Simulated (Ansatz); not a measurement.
## BaS: levels and charges under dearer methods

A database entry relaxed whole under r2SCAN at zero pressure (Fm-3m, No. 225):

```
Ba S
1.0
     0.00000    3.21284    3.21284
     3.21284    0.00000    3.21284
     3.21284    3.21284    0.00000
Ba S
1 1
Direct
  0.00000 0.00000 0.00000
  0.50000 0.50000 0.50000
```

Its volume is 33.16 Å³ an atom, +1.8 % against the entry's 32.58, which is old or was flagged in a check.

Single points on this cell with plane-wave PAW DFT (Ansatz 0.2.0; r2SCAN 500 eV, hybrids 420 eV; fermi-dirac occupations of width 0.020 eV; no moments): r2SCAN on a 8×8×8 Γ-centred mesh; r2SCAN with spin-orbit coupling on a 8×8×8 Γ-centred mesh; HSE06 on a 6×6×6 Γ-centred mesh; PBE0 on a 6×6×6 Γ-centred mesh.

What does each level give for gap and charges?

The runs give:

```json
{"level": "r2SCAN", "gap (eV), or kind": "2.58", "pressure (GPa)": "0.0", "Bader charge of Ba (e)": "+1.47", "Bader charge of S (e)": "-1.47"}
{"level": "r2SCAN with spin-orbit coupling", "gap (eV), or kind": "2.54", "pressure (GPa)": "0.0", "Bader charge of Ba (e)": "+1.47", "Bader charge of S (e)": "-1.47"}
{"level": "HSE06", "gap (eV), or kind": "3.14", "pressure (GPa)": "-0.4", "Bader charge of Ba (e)": "+1.48", "Bader charge of S (e)": "-1.48"}
{"level": "PBE0", "gap (eV), or kind": "3.83", "pressure (GPa)": "-0.4", "Bader charge of Ba (e)": "+1.48", "Bader charge of S (e)": "-1.48"}
```

Under r2SCAN the gap is 2.58 eV, over mesh and band path. HSE06 moves it by +0.56 eV and PBE0 by +1.25 eV; PBE0 keeps its exact exchange at long range, which widens the gap over HSE06's by 0.69 eV on their common mesh. Spin-orbit coupling moves the r2SCAN gap by -0.04 eV.

Caveats: the relaxation kept the start's symmetry; HSE06 is read on its mesh and at the zone's corners, PBE0 on its mesh alone; hybrid pressures are good to a few tenths of a GPa; pressure is positive in compression.
